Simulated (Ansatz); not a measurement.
Reactions of C$_{7}$H$_{16}$, SMILES `CC(C)C(C)(C)C`.

Computed with Ansatz on PBE0-D4/def2-TZVP structures; ΔE is electronic, products minus reactants. CBS: MP2 limit from def2 TZ/QZ plus the TZ coupled-cluster correction, frozen cores. This one scheme is used for every species. DFT in def2-TZVPP. Elements past krypton have def2 core potentials. For Ge, Zr outer-core shells are correlated without core-valence functions, which leaves a few kJ/mol of doubt a bond. Scalar relativity is left out up to krypton. Each species was taken in one conformer, which may not be the lowest.

```
                                                                            reaction  CCSD(T)/CBS(def2) (kJ/mol)
`CC(C)C(C)(C)C` + `[NH2][Zr]([F])([F])[F]` → `CC(C)(C)[NH][Zr]([F])([F])[F]` + `CCC`                           ?
                               `CC(C)C(C)(C)C` + `CC(C)N` → `CC(C)NC(C)(C)C` + `CCC`                          28
                         `CC(C)C(C)(C)C` + `Sc1ccccc1` → `CSc1ccccc1` + `CCC(C)(C)C`                          -1
                           `CC(C)C(C)(C)C` + `B[SiH2]O` → `B[SiH2]OC` + `CCC(C)(C)C`                           ?
                           `CC(C)C(C)(C)C` + `N=C(N)O` → `C/N=C(\N)O` + `CCC(C)(C)C`                          17
                               `CC(C)C(C)(C)C` + `O[Si]F` → `CC(C)O[Si]F` + `CC(C)C`                           ?
                     `CC(C)C(C)(C)C` + `CN[SiH2]Cl` → `CC(C)N(C)[SiH2]Cl` + `CC(C)C`                          17
                       `CC(C)C(C)(C)C` + `O[SiH](F)S` → `CS[SiH](O)F` + `CC(C)C(C)C`                          17
          `CC(C)C(C)(C)C` + `C[S][GeH2][Cl]` → `C[S][GeH]([CH3])[Cl]` + `CCC(C)(C)C`                         -38
                `CC(C)C(C)(C)C` + `C[SiH2][GeH3]` → `C[SiH](C)[GeH3]` + `CC(C)C(C)C`                         -37
```

Problem. Fill in the missing values. (An estimate is asked.)

Solution. Ansatz gave: `CC(C)C(C)(C)C` + `[NH2][Zr]([F])([F])[F]` → `CC(C)(C)[NH][Zr]([F])([F])[F]` + `CCC`: +4.9 kJ/mol; `CC(C)C(C)(C)C` + `B[SiH2]O` → `B[SiH2]OC` + `CCC(C)(C)C`: +50.7 kJ/mol; `CC(C)C(C)(C)C` + `O[Si]F` → `CC(C)O[Si]F` + `CC(C)C`: +28.3 kJ/mol.

Largest T1 diagnostic: 0.017, for `[NH2][Zr]([F])([F])[F]`.
